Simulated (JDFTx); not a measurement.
Crystal: C.

```
C
1.0
     0.00000    1.78337    1.78337
     1.78337    0.00000    1.78337
     1.78337    1.78337    0.00000
C
2
Cartesian
  2.6751 2.6751 2.6751
  1.7834 1.7834 1.7834
```

This isn't the form of C at room conditions, which is graphite.

```yaml
Program: JDFTx 1.7.0 (patched build)
Task: single point
Functional: PBEsol
Potentials_or_basis: PseudoDojo-SR-PBEsol-0.4.1-standard with smoothed tails
Cutoff: 1116 eV
Density_cutoff: 8925 eV
k_mesh: 13 × 13 × 13
Occupations: fermi-dirac, width 0.05 eV
Spin: no spin polarisation
```

On this cell: pressure -3.2 GPa; largest force zero by symmetry; band gap on the k mesh 4.05 eV, indirect (least direct gap 5.56 eV).

The same run follows on a disturbed copy (atoms moved at random, drawn with an rms of 0.05 Å):

```xyz
2
Lattice="0.0000 1.7834 1.7834 1.7834 0.0000 1.7834 1.7834 1.7834 0.0000" Properties=species:S:1:pos:R:3 pbc="T T T"
C     2.6879    2.6785    2.6766
C     1.7695    1.7528    1.7618
```

**Question.** What does the disturbed cell give?

**Answer.** The energy moves by +21.0 meV/atom; pressure -2.5 GPa; largest force 1.663 eV/Å; band gap on the k mesh 3.15 eV, indirect (least direct gap 3.95 eV).

Forces in eV/Å, atoms in the order of the input:
```
C   -0.898 -1.184 -0.747
C    0.898  1.184  0.747
```

Stress tensor (GPa, compression positive):
```
-2.44 -0.54 -1.29
-0.54 -2.56 -0.81
-1.29 -0.81 -2.40
```

Caveats: an odd mesh through Γ misses points on the zone boundary, where band edges often lie; the empty levels aren't tightly converged (some runs).
